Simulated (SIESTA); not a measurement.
**W: equation of state with PBE**

The system is W.

```
W
1.0
    -1.58234    1.58234    1.58234
     1.58234   -1.58234    1.58234
     1.58234    1.58234   -1.58234
W
1
Direct
  0.00000 0.00000 0.00000
```

```json
{
 "Program": "SIESTA 5.4.2",
 "Task": "equation of state",
 "Functional": "PBE",
 "Potentials or basis": "PseudoDojo 0.4 standard (PBE files)",
 "Basis": "DZP (energy shift 0.003 Ry; two zetas on semicore shells)",
 "Grid cutoff": "800 Ry",
 "Energy shift": "0.003 Ry",
 "k mesh": "12 × 12 × 12",
 "Occupations": "fermi-dirac, width 0.05 eV",
 "Spin": "no spin polarisation"
}
```

| Property | Result |
| --- | --- |
| Equilibrium volume | 16.32 Å³/atom |
| Bulk modulus | 318 GPa |
| Pressure derivative of the bulk modulus | 4.1 (rough: it moves with the points fitted) |

Energy against volume, from the lowest point:
| volume (Å³/atom) | energy (meV/atom) |
| --- | --- |
| 14.897 | 142.08 |
| 15.214 | 82.24 |
| 15.531 | 39.46 |
| 15.848 | 12.56 |
| 16.165 | 0.00 |
| 16.482 | 0.17 |
| 16.798 | 11.88 |

All runs of the series together: 3.8 min on 1 thread of Arm Neoverse V2, with other jobs on the host.

Caveat: short orbitals over semicore shells can move pressures by several GPa; the basis of atomic orbitals isn't converged, which shifts pressures, moduli and gaps. The run has no spin-orbit coupling, so splittings on W are missing.
